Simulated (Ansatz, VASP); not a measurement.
Two plane-wave programs on Ni

File INCAR:

```
  ALGO = Normal
  EDIFF = 1E-6
  ENCUT = 520
  GGA = PE
  ISIF = 2
  ISMEAR = -1
  ISPIN = 2
  LASPH = True
  LCHARG = False
  LMAXMIX = 4
  LORBIT = 11
  LREAL = False
  LWAVE = False
  MAGMOM = 2
  NBANDS = 15
  NELM = 150
  PREC = Accurate
  SIGMA = 0.1
```

KPOINTS

```
k-points
0
Gamma
  12 12 12
```

File POSCAR:

```
Ni
1.0
    0.0000000000      1.8015000000      1.8015000000
    1.8015000000      0.0000000000      1.8015000000
    1.8015000000      1.8015000000      0.0000000000
Ni
1
Direct
    0.0000000000      0.0000000000      0.0000000000
```

Input for Ansatz:

```yaml
crystal:
  lattice:
    - [0.0, 1.8015, 1.8015]
    - [1.8015, 0.0, 1.8015]
    - [1.8015, 1.8015, 0.0]
  atoms:
    - { symbol: Ni, position: [0.0, 0.0, 0.0], spin: 2.0 }
magnetization:
  spin_polarized: true
hamiltonian:
  xc: pbe
  pseudopotentials: { kind: paw }
basis:
  ecutwfc: 420
kpoints:
  mp_grid: { grid: [12, 12, 12] }
scf:
  occupations: { method: fermi_dirac, width: 0.1 }
  lower_state_search: "off"
  algorithm: density_mixing
  max_iter: 60
  mixing: { algorithm: anderson, ndim: 2, beta: 1.0, preconditioner: kerker }
output:
  forces: true
  stress: true
```

Alike in both runs: task single point; functional PBE; k mesh 12 × 12 × 12; occupations fermi-dirac, width 0.1 eV; collinear spin.

```csv
,VASP,Ansatz
version,VASP 6.6.1,Ansatz 0.2.0
potentials or method,"VASP PAW PBE potentials, release 64 (Ni)","PAW, plane waves, scalar-relativistic"
plane-wave cutoff (eV),520,420
valence electrons in the cell,10,18
```

```tsv
	VASP	Ansatz	Ansatz less VASP
pressure (GPa)	-11.1	-11.3	-0.20
net moment per atom (μB)	0.66	0.68	+0.015
size of the moment on the site where the two differ most (μB)	0.68	0.72	+0.039
```

Site moments also hang on the region over which each program counts them. The functional is the same, so the differences come from potentials, cutoffs and numerics. The two sets of potentials don't hold the same shells in valence. Ansatz warned: «magnetization_residual_over_threshold».
